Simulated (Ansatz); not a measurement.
# Mg₂Si: smallest direct gap on path and band gap against volume per atom

Periodic Kohn-Sham DFT of a crystal at fixed atoms; Kohn-Sham levels at symmetry points; band -1 is the highest filled and +1 the lowest empty one at that point, spin up along a +z start moment. The results are calculated, by Ansatz 0.2.0.

Cell of the first row (space group Fm-3m, No. 225):
```
cell vectors (Å)
   0.0000     3.1298     3.1298
   3.1298     0.0000     3.1298
   3.1298     3.1298     0.0000
atoms (fractions of the cell vectors)
Mg  0.25000  0.25000  0.25000
Mg  0.75000  0.75000  0.75000
Si  0.00000  0.00000  0.00000
```

Settings of every row: method all-electron LAPW; functional PBEsol; relativity scalar; k mesh 9x9x9; filling fermi-dirac; smearing width 0.05 eV; basis error target 0.5 meV/atom; nucleus gaussian.

Atom start moment: 0 on all atoms.

Limits: small gap, it may come from the mesh; semilocal functionals tend to give too small a gap.

```
row  volume per atom (Å³)  smallest direct gap on path (eV)  band gap (eV)
  1                20.439                             2.064          0.078
  2                20.873                             1.939          0.104
  3                21.308                             1.818          0.129
  4                21.526                             1.759           0.14
  5                21.743                                 ?              ?
  6                21.961                             1.644          0.163
  7                22.178                             1.587          0.174
  8                22.613                             1.477          0.195
  9                23.048                             1.371          0.215
```

Question: what smallest direct gap on path and band gap should row 5 give?

Worked fit of smallest direct gap on path. Take t = volume per atom − 22, in Å³. The shown rows have t = -1.561, -1.127, -0.692, -0.474, -0.039, 0.178, 0.613, 1.048. Least squares give smallest direct gap on path = 1.6332 − 0.26053 × t + 0.00979 × t² eV; a straight line predicts inner rows, each left out in turn, worse (root mean square 0.0052 against 0.00041 eV). The rows lie off it by 0.000, 0.000, 0.000, 0.000, 0.001, 0.000, 0.000, 0.000. The withheld row has t = -0.257, so the fit gives 1.6332 − 0.26053 × (-0.257) + 0.00979 × (-0.257)² = 1.701 eV.

The calculation gave 1.701 eV. The fit meets it to the printed digit.

Worked fit of band gap. Take t = volume per atom − 22, in Å³. The shown rows have t = -1.561, -1.127, -0.692, -0.474, -0.039, 0.178, 0.613, 1.048. Least squares give band gap = 0.1651 + 0.05079 × t − 0.00314 × t² eV; a straight line predicts inner rows, each left out in turn, worse (root mean square 0.0017 against 0.00035 eV). The rows lie off it by 0.000, 0.000, 0.001, 0.000, 0.000, 0.000, 0.000, 0.000. The withheld row has t = -0.257, so the fit gives 0.1651 + 0.05079 × (-0.257) − 0.00314 × (-0.257)² = 0.152 eV.

The calculation gave 0.152 eV. The fit meets it to the printed digit.
